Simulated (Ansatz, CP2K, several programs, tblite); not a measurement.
Energy against volume for KCl, NiAs type, at fixed shape and fractional coordinates, computed by several methods (PBE and r2SCAN, where shown, with plane waves in Ansatz); the cell shown is that of r2SCAN. With free coordinates or axes held, a curve is too stiff, and on another method's shape its minimum isn't the method's own volume. It is hexagonal, P6_3/mmc (No. 194); a = 4.340 Å, c = 7.636 Å in the conventional setting, 31.14 Å³ an atom. K has 6 Cl at 3.15 Å; Cl has 6 K at 3.15 Å. Computed, not measured; no magnetism was allowed, and whether the structure is a known phase isn't checked. Energies count from each curve's lowest point; fits are third-order Birch-Murnaghan.

```
K Cl
1.0
     4.34008    0.00000    0.00000
    -2.17004    3.75862    0.00000
     0.00000    0.00000    7.63597
K Cl
2 2
Cartesian
  0.0000 0.0000 0.0000
  0.0000 0.0000 3.8180
  0.0000 2.5057 1.9090
  2.1700 1.2529 5.7270
```

Question: r2SCAN, on the shape of its own relaxed cell, gives
```tsv
V (Å³/atom)	E (meV/atom)
29.272	7.93
30.207	1.96
31.141	0.00
32.075	1.40
33.009	5.60
```
What equilibrium volume and bulk modulus follow?

Answer: V₀ = 31.19 Å³ an atom and B₀ = 19 GPa.

PBE, on the shape of its own relaxed cell:
```tsv
V (Å³/atom)	E (meV/atom)
30.613	6.61
31.590	1.55
32.567	0.00
33.544	1.40
34.521	5.29
```
V₀ = 32.56 Å³ an atom and B₀ = 16 GPa.

Question: GFN2-xTB (tblite), on the shape of the cell shown, as a cluster of 72 atoms at the zone centre, gives

| V (Å³/atom) | E (meV/atom) |
| --- | --- |
| 27.404 | 38.21 |
| 29.272 | 13.09 |
| 31.141 | 1.52 |
| 33.009 | 0.00 |
| 34.878 | 5.84 |

What equilibrium volume and bulk modulus follow?

Answer: V₀ = 32.40 Å³ an atom and B₀ = 12 GPa.

Question: PBE/DZVP (CP2K), on the shape of the cell shown, gives

| V (Å³/atom) | E (meV/atom) |
| --- | --- |
| 27.404 | 63.28 |
| 29.272 | 23.82 |
| 31.141 | 4.64 |
| 33.009 | 0.00 |
| 34.878 | 5.85 |

What equilibrium volume and bulk modulus follow?

Answer: V₀ = 32.80 Å³ an atom and B₀ = 16 GPa.

Question: PBE/SZV (CP2K), on the shape of the cell shown, gives
```
V (Å³/atom)  E (meV/atom)
     27.404         97.77
     29.272         40.56
     31.141         10.57
     33.009          0.00
     34.878          3.42
```
What equilibrium volume and bulk modulus follow?

Answer: V₀ = 33.40 Å³ an atom and B₀ = 20 GPa.
